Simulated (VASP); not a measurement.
**GaN: relaxation of the atoms with PBEsol**

The system is GaN, a slab with vacuum.

```
Ga N
1.0
     3.18023    0.00000    0.00000
     0.00000    5.18322    0.00000
     0.00000    0.00000   26.93470
Ga N
10 10
Direct
  0.00000 0.00076 0.27845
  0.50000 0.50076 0.31254
  0.50000 0.00076 0.38070
  0.00000 0.50076 0.41479
  0.00000 0.00076 0.48296
  0.50000 0.50076 0.51704
  0.50000 0.00076 0.58521
  0.00000 0.50076 0.61930
  0.00000 0.00076 0.68746
  0.50000 0.50076 0.72155
  0.00000 0.62424 0.27845
  0.50000 0.12424 0.31254
  0.50000 0.62424 0.38070
  0.00000 0.12424 0.41479
  0.00000 0.62424 0.48296
  0.50000 0.12424 0.51704
  0.50000 0.62424 0.58521
  0.00000 0.12424 0.61930
  0.00000 0.62424 0.68746
  0.50000 0.12424 0.72155
```

| Property | Result |
| --- | --- |
| Program | VASP 6.6.1 |
| Task | relaxation of the atoms |
| Functional | PBEsol |
| Potentials or basis | VASP PAW PBE potentials, release 64 (Ga_d, N) |
| Cutoff | 520 eV |
| k mesh | 8 × 5 × 1 |
| Occupations | gaussian, width 0.03 eV |
| Spin | no spin polarisation |
| Dipole correction | yes |
| Further INCAR settings | ALGO = Normal; EDIFF = 1e-06; IBRION = 2; EDIFFG = -0.02; NSW = 80 |

```yaml
Energy_gained_by_relaxing: 53.0 meV/atom
Ionic_steps: 26
Largest_force_after_relaxing: 0.020 eV/Å
Band_gap_on_the_k_mesh: 1.63 eV, direct
```

Forces in eV/Å, atoms in the order of the input:
```
Ga   0.000  0.012 -0.011
Ga   0.000  0.005 -0.003
Ga   0.000  0.007  0.003
Ga   0.000  0.006  0.003
Ga   0.000 -0.002 -0.005
Ga   0.000 -0.002  0.005
Ga   0.000  0.006 -0.003
Ga   0.000  0.007 -0.003
Ga   0.000  0.005  0.003
Ga   0.000  0.012  0.011
N    0.000 -0.010  0.000
N    0.000 -0.019  0.004
N    0.000 -0.001  0.014
N    0.000  0.001  0.013
N    0.000  0.001  0.016
N    0.000  0.001 -0.016
N    0.000  0.001 -0.013
N    0.000 -0.001 -0.014
N    0.000 -0.019 -0.004
N    0.000 -0.010  0.000
```

The path:
```
step  energy change (eV)  largest force (eV/Å)  pressure (GPa)
   1              0.0000                2.6087           -1.30
   2             -0.7993                1.2795           -0.35
   3             -0.8141                1.3605           -0.15
   4             -0.9842                0.4684            0.14
   5             -0.9892                0.4545            0.21
   6             -1.0255                0.3467            0.41
   7             -1.0255                0.3478            0.42
   8             -1.0416                0.1709            0.44
   9             -1.0429                0.2237            0.45
  10             -1.0495                0.1416            0.51
  11             -1.0497                0.1561            0.51
  12             -1.0547                0.1061            0.50
  13             -1.0550                0.1199            0.50
  14             -1.0583                0.0469            0.54
  15             -1.0587                0.0651            0.55
  16             -1.0593                0.0741            0.57
  17             -1.0593                0.0506            0.56
  18             -1.0597                0.0298            0.60
  19             -1.0597                0.0310            0.61
  20             -1.0601                0.0289            0.64
  21             -1.0603                0.0305            0.66
  22             -1.0603                0.0441            0.68
  23             -1.0604                0.0366            0.67
  24             -1.0606                0.0278            0.70
  25             -1.0607                0.0200            0.72
  26             -1.0607                0.0197            0.72
```

Final structure:
```
CELL_PARAMETERS angstrom
3.18023 0.00000 0.00000
0.00000 5.18322 0.00000
0.00000 0.00000 26.93470
ATOMIC_POSITIONS crystal
Ga 0.00000 0.97206 0.28866
Ga 0.50000 0.50745 0.30864
Ga 0.50000 0.99937 0.38223
Ga 0.00000 0.50525 0.41395
Ga 0.00000 0.00285 0.48340
Ga 0.50000 0.50285 0.51660
Ga 0.50000 0.00525 0.58605
Ga 0.00000 0.49937 0.61777
Ga 0.00000 0.00745 0.69136
Ga 0.50000 0.47206 0.71134
N 0.00000 0.62675 0.27890
N 0.50000 0.13221 0.31172
N 0.50000 0.62522 0.38040
N 0.00000 0.12739 0.41473
N 0.00000 0.62644 0.48287
N 0.50000 0.12644 0.51713
N 0.50000 0.62739 0.58527
N 0.00000 0.12522 0.61960
N 0.00000 0.63221 0.68828
N 0.50000 0.12675 0.72110
```

Levels at points of the mesh, in eV from the valence-band top:
```tsv
k point	band 86	band 87	band 88	band 89	band 90	band 91	band 92	band 93	band 94	band 95
(0.00, 0.00, 0.00)	-0.34	-0.13	-0.08	-0.08	0.00	1.63	2.18	3.28	4.19	4.56
(0.50, 0.00, 0.00)	-1.83	-1.22	-1.22	-0.48	-0.48	3.42	3.42	5.31	5.31	5.54
```

It took 68 min on 8 MPI ranks on AMD EPYC 7R43 64-Core Processor (Zen 3), with other jobs on the host, peak memory 0.22 GiB a rank.

Caveat: the PAW data sets were made with another functional, which shifts forces and pressure a little.
